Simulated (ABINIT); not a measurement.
The system is BN.

```
CELL_PARAMETERS angstrom
0.00000 1.81300 1.81300
1.81300 0.00000 1.81300
1.81300 1.81300 0.00000
ATOMIC_POSITIONS crystal
N 0.25000 0.25000 0.25000
B 0.00000 0.00000 0.00000
```

The cell is a database's computed one.

Program: ABINIT 10.8.3 (patched build). Alike in all runs: potentials or basis JTH PAW PBE v2.0; no spin polarisation; cell as given; k mesh 13 × 13 × 13; cutoff (eV) 707; smearing fermi-dirac 0.05 eV.

Task: Order these runs on this cell by their pressure, lowest first.
A. level revPBE
B. level PBE
C. level rPW86PBE
D. level PBEsol

Result: D (-6.1 GPa), B (-0.4 GPa), A (3.9 GPa), C (6.2 GPa).

Caveats: the PAW data sets were made with another functional, which shifts forces and pressure a little (some runs).

Not every run made on this cell is shown here.
